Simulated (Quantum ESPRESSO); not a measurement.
Something may be wrong with this Quantum ESPRESSO 7.5 calculation of Na.

The input pw.in:

```
&CONTROL
  calculation = 'scf'
  prefix = 'pwscf'
  outdir = './tmp'
  pseudo_dir = './pseudo'
  tprnfor = .true.
  tstress = .true.
  disk_io = 'low'
/
&SYSTEM
  ibrav = 0
  nat = 1
  ntyp = 1
  ecutwfc = 45
  ecutrho = 360
  nbnd = 10
  input_dft = 'XC-000I-000I-120L-135L-000I-000I'
  occupations = 'smearing'
  smearing = 'fd'
  degauss = 0.00367493
/
&ELECTRONS
  conv_thr = 2d-10
  electron_maxstep = 50
  mixing_beta = 0.5
/
ATOMIC_SPECIES
Na    22.9898 X.missing.UPF
CELL_PARAMETERS angstrom
  -2.1410000000    2.1410000000    2.1410000000
   2.1410000000   -2.1410000000    2.1410000000
   2.1410000000    2.1410000000   -2.1410000000
ATOMIC_POSITIONS crystal
Na     0.0000000000    0.0000000000    0.0000000000
K_POINTS automatic
9 9 9 0 0 0
```

Potentials or basis: GBRV 1.5 PBE.

Command:

```console
$ OMP_NUM_THREADS=1 pw.x -in pw.in > pw.out
```

pw.out:

```text
This program is part of the open-source Quantum ESPRESSO suite
     for quantum simulation of materials; please cite
         "P. Giannozzi et al., J. Phys.:Condens. Matter 21 395502 (2009);
         "P. Giannozzi et al., J. Phys.:Condens. Matter 29 465901 (2017);
         "P. Giannozzi et al., J. Chem. Phys. 152 154105 (2020);
     in publications or presentations arising from this work. More details at

 %%%%%%%%%%%%%%%%%%%%%%%%%%%%%%%%%%%%%%%%%%%%%%%%%%%%%%%%%%%%%%%%%%%%%%%%%%%%%%
     Error in routine readpp (1):
     file ./pseudo/X.missing.UPF not found
 %%%%%%%%%%%%%%%%%%%%%%%%%%%%%%%%%%%%%%%%%%%%%%%%%%%%%%%%%%%%%%%%%%%%%%%%%%%%%%

     stopping ...
```

Problem. How did it end, and where is the flaw?

Solution. The input was rejected before any iteration. The input holds a flaw that was put in on purpose: missing potential file.
